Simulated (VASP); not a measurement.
# O (Fmmm) in VASP: single point with PBEsol

Aim: the single point of O with PBEsol.

Program: VASP 6.6.1. These are calculated values, not measurements. Logs are shortened: lines on timing, memory, paths and dates and some standing lists are left out, and cuts for length are marked.

### Step 1. The crystal as given

It takes space group Fmmm (No. 69, orthorhombic). Conventional cell: a = 2.957 Å, b = 4.215 Å, c = 6.690 Å, α = 90.00°, β = 90.00°, γ = 90.00°. O (site symmetry mm2) has 1 O at 1.17 Å as nearest neighbours.

### Step 2. Single point, PBEsol

INCAR

```
PREC = Accurate ; ENCUT = 520
EDIFF = 1E-6 ; ISMEAR = 0
SIGMA = 0.1 ; LREAL = F
LASPH = T ; NELM = 80
ALGO = Normal ; ISIF = 2
LWAVE = F ; LCHARG = F
GGA = PS ; NBANDS = 13
```

KPOINTS

```
Automatic mesh
0
Gamma
  8 8 8
```

POSCAR

```
O
1.0
    0.0000000000      2.1075500000      3.3448500000
    1.4783500000      0.0000000000      3.3448500000
    1.4783500000      2.1075500000      0.0000000000
O
2
Direct
    0.0871000000      0.0871000000      0.9129000000
    0.9129000000      0.9129000000      0.0871000000
```

Potentials or basis: VASP PAW PBE potentials, release 64 (O).

Run with:

```
$ cat potpaw_PBE.64/O/POTCAR > POTCAR
$ mpirun -np 1 vasp_std > vasp.out
```

OUTCAR:

```text
PREC = Accurate
   ENCUT = 520
   EDIFF = 1E-6
   ISMEAR = 0
   LREAL = F
   LASPH = T
   NELM = 80
   ISIF = 2
   GGA = PS

 ion  position               nearest neighbor table
   1  0.087  0.087  0.913-   2 1.17
   2  0.913  0.913  0.087-   1 1.17

  LATTYP: Found a face centered orthorhombic cell.
 ALAT       =     2.9567000000
 B/A-ratio  =     1.4256096324
 C/A-ratio  =     2.2625562282

  Lattice vectors:

 A1 = (   0.0000000000,   2.1075500000,   3.3448500000)
 A2 = (   1.4783500000,   0.0000000000,   3.3448500000)
 A3 = (   1.4783500000,   2.1075500000,   0.0000000000)

Analysis of symmetry for initial positions (statically):
=====================================================================
 Subroutine PRICEL returns:
 Original cell was already a primitive cell.

 Routine SETGRP: Setting up the symmetry group for a
 face centered orthorhombic supercell.

 Subroutine GETGRP returns: Found  8 space group operations
 (whereof  8 operations were pure point group operations)
 out of a pool of  8 trial point group operations.

The static configuration has the point symmetry D_2h.

Analysis of symmetry for dynamics (positions and initial velocities):
=====================================================================
 Subroutine PRICEL returns:
 Original cell was already a primitive cell.

 Routine SETGRP: Setting up the symmetry group for a
 face centered orthorhombic supercell.

 Subroutine GETGRP returns: Found  8 space group operations
 (whereof  8 operations were pure point group operations)
 out of a pool of  8 trial point group operations.

The dynamic configuration has the point symmetry D_2h.

 Subroutine INISYM returns: Found  8 space group operations
 (whereof  8 operations are pure point group operations),
 and found     1 'primitive' translations

----------------------------------------------------------------------------------------

                                     Primitive cell

  volume of cell :      20.8431

  direct lattice vectors                    reciprocal lattice vectors
     0.000000000  2.107550000  3.344850000    -0.338214902  0.237242296  0.149483534
     1.478350000  0.000000000  3.344850000     0.338214902 -0.237242296  0.149483534
     1.478350000  2.107550000  0.000000000     0.338214902  0.237242296 -0.149483534

  length of vectors
     3.953452735  3.656985131  2.574351515     0.439338769  0.439338769  0.439338769

  position of ions in fractional coordinates (direct lattice)
[... 77 lines left out ...]
   ENCUT  =  520.0 eV  38.22 Ry    6.18 a.u.   7.35  6.80  4.79*2*pi/ulx,y,z
   NELM   =     80;   NELMIN=  2; NELMDL= -5     # of ELM steps
   EDIFF  = 0.1E-05   stopping-criterion for ELM
   LREAL  =      F    real-space projection
[... 7 lines left out ...]
   TEBEG  =    0.0;   TEEND  =   0.0 temperature during run
   PSTRESS=    0.0 pullay stress
   NELECT =      12.0000    total number of electrons
   NUPDOWN=      -1.0000    fix difference up-down
   EMIN   =  10.00;   EMAX   =-10.00  energy-range for DOS
   EFERMI =   0.00;   METHOD = LEGACY
   ISMEAR =     0;   SIGMA  =   0.10  broadening in eV -4-tet -1-fermi 0-gaus
   EFERMI_NEDOS =   21; number of points for ismear=-14 and -15
   IALGO  =     38    algorithm
   IMIX   =      4    mixing-type and parameters
     AMIX     =   0.40;   BMIX     =  1.00
     AMIX_MAG =   1.60;   BMIX_MAG =  1.00
  volume/ion in A,a.u.               =      10.42        70.33
  Fermi-wavevector in a.u.,A,eV,Ry     =   1.361909  2.573634 25.236021  1.854795
  Thomas-Fermi vector in A             =   2.488444
   LORBIT       =      0    0 simple, 1 ext, 2 COOP (PROOUT), +10 PAW based schemes
   GGA     = PS    functional components
   LHFCALC =     F    Hartree Fock is set to
   AEXX    =    0.0000 exact exchange contribution
   IVDW    =     0    specifies the selected vdW correction
   LEPSILON=     F    determine dielectric tensor
   LRPA    =     F    only Hartree local field effects (RPA)
 non-spin polarized calculation
 Gauss-broadening in eV      SIGMA  =   0.10
  energy-cutoff  :      520.00
  volume of cell :       20.84
 maximum number of plane-waves:       582
 NGX is ok and might be reduce to    30
   NGX = 15   NGY = 13   NGZ =  9

 number of electron      12.0000001 magnetization

 Free energy of the ion-electron system (eV)
  ---------------------------------------------------
  ext. energy  EPLUGINS =         0.00000000
  ---------------------------------------------------
  free energy    TOTEN  =        -9.92064692 eV

  energy without entropy =       -9.91383536  energy(sigma->0) =       -9.91724114

 E-fermi :   1.3861     XC(G=0): -10.1810

 val. band max:        1.3686858998   @ k =   0.5000   0.2500   0.1250
 cond. band min:       1.4091124875   @ k =  -0.2500   0.2500   0.3750
 fundamental gap:      0.0404265877
 Fermi energy:         1.3861234452

 k-point     1 :       0.0000    0.0000    0.0000
  band No.  band energies     occupation
      1     -27.4545      2.00000
      2     -12.4930      2.00000
      3      -8.3019      2.00000
      4      -5.2567      2.00000
      5      -4.9291      2.00000
      6       1.9879      0.00000
      7       2.5623      0.00000
      8      10.5512      0.00000
      9      13.4940      0.00000
     10      16.5549      0.00000
     11      20.9863      0.00000
     12      21.9171      0.00000
     13      26.2818      0.00000
[... 354 lines left out ...]
  band No.  band energies     occupation
      1     -27.0035      2.00000
      2     -12.2680      2.00000
      3      -8.0553      2.00000
      4      -6.3925      2.00000
      5      -5.4978      2.00000
      6       0.4334      2.00000
      7       2.1467      0.00000
      8      12.4693      0.00000
      9      14.3440      0.00000
     10      17.3158      0.00000
     11      17.7427      0.00000
     12      20.7118      0.00000
     13      25.3557      0.00000

 [... further k-points ...]
[... 5 lines left out ...]
  --------------------------------------------------------------------------------------
  -------------------------------------------------------------------------------------
  Total       -0.6696997     -1.2945965      7.2667482      0.0000000      0.0000000      0.0000000
  in kB      -51.4788543    -99.5137801    558.5845282      0.0000000      0.0000000      0.0000000
  external PRESSURE =     135.8639646 kB  Pullay stress =       0.0000000 kB

 VOLUME and BASIS-vectors are now :
 -----------------------------------------------------------------------------
  energy-cutoff  :      520.00
  volume of cell :       20.84
      direct lattice vectors                 reciprocal lattice vectors
     0.000000000  2.107550000  3.344850000    -0.338214902  0.237242296  0.149483534
     1.478350000  0.000000000  3.344850000     0.338214902 -0.237242296  0.149483534
     1.478350000  2.107550000  0.000000000     0.338214902  0.237242296 -0.149483534

 POSITION                                       TOTAL-FORCE (eV/Angst)
 -----------------------------------------------------------------------------------
      1.47835      2.10755      0.58267         0.000000      0.000000      5.414853
      1.47835      2.10755      6.10703         0.000000      0.000000     -5.414853
 -----------------------------------------------------------------------------------
    total drift:                                0.000000      0.000000      0.000000

  FREE ENERGIE OF THE ION-ELECTRON SYSTEM (eV)
  ---------------------------------------------------
  free  energy   TOTEN  =        -9.9206469224 eV

  energy  without entropy=       -9.9138353649  energy(sigma->0) =       -9.91724114
```

stdout:

```text
POSCAR found type information on POSCAR O
 POSCAR found :  1 types and       2 ions
 scaLAPACK will be used
 -----------------------------------------------------------------------------
|                                                                             |
|                                                                             |
|     You enforced a specific xc type in the INCAR file but a different       |
|     I HOPE YOU KNOW WHAT YOU ARE DOING!                                     |
|                                                                             |
 -----------------------------------------------------------------------------

 LDA part: xc-table for (Slater+PW92), standard interpolation
 POSCAR, INCAR and KPOINTS ok, starting setup
 FFT: planning ... GRIDC
 FFT: planning ... GRID_SOFT
 FFT: planning ... GRID
 WAVECAR not read
 entering main loop
```

Wall time 18 s (1 thread of Intel Xeon Platinum 8559C (Emerald Rapids), shared host); peak memory 0.14 GiB.

What came out:

```
Free energy            : -9.9206 eV
Pressure               : 13.6 GPa
Largest force          : 5.415 eV/Å
Band gap on the k mesh : none (metal or under the smearing width)
```

Forces in eV/Å, atoms in the order of the input:
```
O    0.000  0.000  5.415
O    0.000  0.000 -5.415
```

Caveat: the standard files for N, O and F lose accuracy on very short bonds; spin is off for a triplet molecule; the PAW data sets were made with another functional, which shifts forces and pressure a little.
